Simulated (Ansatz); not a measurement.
Write the native input for Ansatz 0.2.0 that does the following.

```yaml
Task: single point
Functional: PBE
Potentials_or_basis: all-electron LAPW, scalar-relativistic
Cutoff: 384 eV (chosen from the basis error)
Basis_error_allowed: 0.002 eV/atom
k_mesh: 5 × 5 × 4
Occupations: fermi-dirac, width 0.04 eV
Spin: no spin polarisation
```

The system is TiO2.

```
Ti O
1.0
     2.70603   -2.70666    0.00000
     2.70603    2.70666    0.00000
    -2.63353    0.00000    4.79664
Ti O
2 4
Direct
  0.86589 0.13411 0.75000
  0.13411 0.86589 0.25000
  0.08876 0.33122 0.16715
  0.91124 0.66878 0.83285
  0.66878 0.91124 0.33285
  0.33122 0.08876 0.66715
```

The cell is a database's computed one.

The input as run:

input.yaml

```yaml
crystal:
  lattice:
    - [2.706034, -2.706655, 0.0]
    - [2.706034, 2.706655, 0.0]
    - [-2.633531, 0.0, 4.796637]
  atoms:
    - { symbol: Ti, position: [0.86589, 0.13411, 0.75] }
    - { symbol: Ti, position: [0.13411, 0.86589, 0.25] }
    - { symbol: O, position: [0.088755, 0.331221, 0.167149] }
    - { symbol: O, position: [0.911245, 0.668779, 0.832851] }
    - { symbol: O, position: [0.668779, 0.911245, 0.332851] }
    - { symbol: O, position: [0.331221, 0.088755, 0.667149] }
kpoints:
  mp_grid: { grid: [5, 5, 4] }
scf:
  occupations: { method: fermi_dirac, width: 0.04 }
hamiltonian:
  xc: pbe
  pseudopotentials: { kind: all_electron, lapw: { basis_error: 0.002 } }
output:
  forces: true
  stress: true
  eigenvalues: true
```

Potentials or basis: all-electron LAPW, scalar-relativistic.

The run is started by

```console
$ ansatz run input.yaml --threads 4 --pin off --max-ram 12288MiB --backend cpu --events-out ev --progress --plain --runs-dir out
```

It gave:

- Pressure: -1.6 GPa
- Largest force: 0.129 eV/Å
- Band gap on the k mesh: 2.05 eV, indirect (least direct gap 2.39 eV)

Caveat: an odd mesh through Γ misses points on the zone boundary, where band edges often lie.

Run time: 16 s on 4 threads of Intel(R) Xeon(R) Processor @ 2.70GHz, on a shared host, peak memory 0.59 GiB.
